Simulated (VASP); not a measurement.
# Ga11P12 (a cell with a defect): single point with PBEsol

Crystal: Ga11P12 (a cell with a defect).

```
CELL_PARAMETERS angstrom
0.00000 8.17575 8.17575
5.45050 0.00000 5.45050
5.45050 5.45050 0.00000
ATOMIC_POSITIONS crystal
Ga 0.99997 0.99860 0.50128
Ga 0.00010 0.49848 0.00186
Ga 0.00034 0.49738 0.49946
Ga 0.33101 0.99957 0.00092
Ga 0.32936 0.99990 0.50261
Ga 0.32958 0.50119 0.00195
Ga 0.33340 0.49820 0.50005
Ga 0.67019 0.00081 0.00208
Ga 0.66960 0.00071 0.49153
Ga 0.66983 0.49038 0.00187
Ga 0.66813 0.49821 0.49948
P 0.08189 0.12233 0.12502
P 0.08113 0.12064 0.63375
P 0.08133 0.63215 0.12259
P 0.08327 0.62274 0.62583
P 0.41792 0.12368 0.12520
P 0.41766 0.12278 0.62404
P 0.41797 0.62274 0.12447
P 0.41724 0.62301 0.62533
P 0.76491 0.11689 0.11803
P 0.74993 0.12306 0.62555
P 0.75002 0.62432 0.12426
P 0.75027 0.62442 0.62554
```

```
Program             : VASP 6.6.1
Task                : single point
Functional          : PBEsol
Potentials or basis : VASP PAW PBE potentials, release 64 (Ga_d, P)
Cutoff              : 350 eV
k mesh              : 2 × 2 × 2
Occupations         : gaussian, width 0.03 eV
Spin                : collinear spin, ferromagnetic start
Starting moments    : [0.0, 0.0, 0.0, 0.0, 0.0, 0.0, 0.0, 0.0, 0.0, 0.0, 0.0, 0.25, 0.25, 0.25, 0.0, 0.0, 0.0, 0.0, 0.0, 0.25, 0.0, 0.0, 0.0] μB
```

```json
{
 "Pressure": "-2.1 GPa",
 "Largest force": "0.122 eV/Å",
 "Band gap on the k mesh": "none (metal or under the smearing width)",
 "Net moment": "0.25 μB per cell",
 "Site moments": "Ga +0.00, -0.00; P +0.03, +0.05, -0.00, +0.00 μB",
 "Valence electrons inside the program's atomic spheres": "Ga 11.71, 11.72; P 2.44, 2.45, 2.52, 2.50, 2.47"
}
```

Forces in eV/Å, atoms in the order of the input:
```
Ga   0.033 -0.016 -0.064
Ga   0.030 -0.076 -0.006
Ga   0.071 -0.041 -0.033
Ga  -0.007  0.033  0.032
Ga   0.007  0.030  0.004
Ga   0.007  0.006  0.015
Ga   0.006  0.001  0.003
Ga   0.048  0.077  0.081
Ga  -0.043 -0.014  0.050
Ga  -0.051  0.045 -0.021
Ga   0.019  0.016  0.018
P   -0.060  0.021  0.020
P    0.007 -0.008  0.056
P    0.014  0.061 -0.011
P   -0.010  0.002  0.011
P   -0.003 -0.050 -0.051
P    0.013 -0.006 -0.014
P    0.016 -0.017 -0.021
P   -0.017 -0.011  0.011
P   -0.056 -0.009 -0.009
P   -0.004 -0.019 -0.038
P    0.002 -0.021 -0.022
P   -0.022 -0.004 -0.012
```

Stress tensor (GPa, compression positive):
```
-2.08  0.03  0.04
 0.03 -2.17 -0.21
 0.04 -0.21 -2.18
```

Levels at points of the mesh, in eV from the Fermi level:
Spin up:
```csv
k point,band 97,band 98,band 99,band 100,band 101,band 102,band 103,band 104,band 105,band 106
"(0.00, 0.00, 0.00)",-0.75,-0.59,-0.28,-0.26,0.36,0.39,0.42,1.72,1.75,1.84
"(0.50, 0.00, 0.00)",-0.75,-0.70,-0.53,-0.19,-0.18,0.24,0.26,1.68,1.77,1.82
"(0.00, 0.50, 0.00)",-1.26,-0.98,-0.83,-0.54,-0.53,0.04,0.11,2.21,2.28,2.35
"(0.00, 0.00, 0.50)",-1.26,-0.98,-0.83,-0.54,-0.53,0.04,0.11,2.22,2.28,2.36
"(0.50, 0.00, 0.50)",-1.17,-1.16,-1.09,-0.98,-0.68,-0.32,0.00,2.49,2.51,2.64
"(0.50, 0.50, 0.00)",-1.17,-1.16,-1.09,-0.98,-0.68,-0.32,0.00,2.49,2.51,2.64
"(0.00, 0.50, 0.50)",-1.23,-1.09,-1.05,-1.03,-0.50,-0.13,0.09,2.29,2.38,2.62
"(0.50, 0.50, 0.50)",-1.10,-1.07,-0.93,-0.79,-0.62,-0.13,-0.05,2.45,2.59,2.82
```
Spin down:
```csv
k point,band 97,band 98,band 99,band 100,band 101,band 102,band 103,band 104,band 105,band 106
"(0.00, 0.00, 0.00)",-0.74,-0.59,-0.24,-0.23,0.38,0.48,0.48,1.73,1.76,1.85
"(0.50, 0.00, 0.00)",-0.74,-0.68,-0.52,-0.19,-0.18,0.34,0.36,1.69,1.78,1.82
"(0.00, 0.50, 0.00)",-1.25,-0.96,-0.77,-0.54,-0.52,0.10,0.17,2.22,2.29,2.36
"(0.00, 0.00, 0.50)",-1.25,-0.96,-0.77,-0.54,-0.52,0.10,0.17,2.22,2.29,2.36
"(0.50, 0.00, 0.50)",-1.16,-1.13,-1.05,-0.98,-0.68,-0.30,0.10,2.49,2.51,2.65
"(0.50, 0.50, 0.00)",-1.15,-1.13,-1.05,-0.98,-0.67,-0.30,0.10,2.49,2.51,2.65
"(0.00, 0.50, 0.50)",-1.21,-1.07,-1.02,-1.00,-0.49,-0.11,0.21,2.30,2.38,2.62
"(0.50, 0.50, 0.50)",-1.06,-1.04,-0.93,-0.79,-0.61,-0.11,0.08,2.45,2.59,2.83
```

Wall time 3.6 min on 4 MPI ranks on Intel(R) Xeon(R) 6975P-C (Granite Rapids), with other jobs on the host, peak memory 0.46 GiB a rank.

Caveat: the k mesh is coarse (spacing up to 0.50 Å⁻¹), so the values aren't converged; the cutoff is under 1.25 times the usual one of these potentials, so pressure, stress and relaxed cells hold a basis-set (Pulay) error; the PAW data sets were made with another functional, which shifts forces and pressure a little.
